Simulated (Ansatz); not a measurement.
Crystal: Pt, bcc type, 1 atom in the cell.

Method: Ansatz, PBE, plane waves, PAW datasets (generated soft set 1).

Cutoff 700 eV; k-mesh 24×24×24 Γ-centred; Fermi–Dirac smearing of 0.0612 eV; no spin polarisation; no spin–orbit coupling.

The fit to the energies gives V₀ = 15.831 Å³/atom (a₀ = 3.164 Å), B₀ = 238 GPa, B₀′ = 5.45.

(1) What pressure does the program print at V = 15.532 Å³/atom, and how far above the lowest computed point (V = 15.849 Å³/atom) does the energy lie?

Answers

(1) 4.79 GPa and 4.37 meV/atom. All points:

| V (Å³/atom) | a (Å) | E − E(min) (meV/atom) | P (GPa) |
| --- | --- | --- | --- |
| 15.532 | 3.1435 | 4.37 | 4.79 |
| 15.849 | 3.1647 | 0.00 | -0.26 |
| 16.165 | 3.1857 | 4.99 | -4.69 |
| 16.482 | 3.2064 | 18.20 | -8.58 |
| 16.799 | 3.2268 | 38.63 | -12.00 |

The published all-electron PBE values for this crystal (mean of FLEUR and WIEN2k, k-spacing 0.06 Å⁻¹; Bosoni et al., Nat. Rev. Phys. 6, 45 (2024)) are V₀ = 15.839 Å³/atom, B₀ = 238.0 GPa, B₀′ = 5.44. This run's mesh is coarser (spacing 0.12 Å⁻¹), so part of any difference comes from k-sampling.

The stress includes the program's correction for the finite plane-wave basis.

This cubic structure is a model: it isn't the usual form of the substance at ambient conditions, and such phases are metastable or hypothetical.
